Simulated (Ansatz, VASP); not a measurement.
# Two plane-wave programs on InAs

```xyz
2
Lattice="0.0000 3.0180 3.0180 3.0180 0.0000 3.0180 3.0180 3.0180 0.0000" Properties=species:S:1:pos:R:3 pbc="T T T"
In    0.0000    0.0000    0.0000
As    4.5270    4.5270    4.5270
```

Alike in both runs: task single point; functional r2SCAN; k mesh 8 × 8 × 8; occupations fermi-dirac, width 0.05 eV; no spin polarisation.

|  | VASP | Ansatz |
| --- | --- | --- |
| version | VASP 6.6.1 | Ansatz 0.2.0 |
| potentials or method | VASP PAW PBE potentials, release 64 (In_d, As) | Ansatz PAW |
| plane-wave cutoff (eV) | 520 | 500 |
| valence electrons in the cell | 18 | 28 |

```tsv
	VASP	Ansatz	Ansatz less VASP
gap on the k mesh at the Fermi level (eV)	0.28	0.28	0.000
least direct gap on the mesh (eV)	0.28	0.28	0.000
pressure (GPa)	2.3	2.3	0.00
```

The two sets of potentials don't hold the same shells in valence.

Caveats: spin-orbit coupling is left out, which moves the levels of the heavy elements; the PAW data sets were made with another functional, which shifts forces and pressure a little (VASP); the PAW data sets come from PBE, with cores solved anew for the run's functional, which leaves a small shift of forces and pressure (Ansatz). r2SCAN opens gaps a little over a GGA but as a rule still falls short of measured ones.
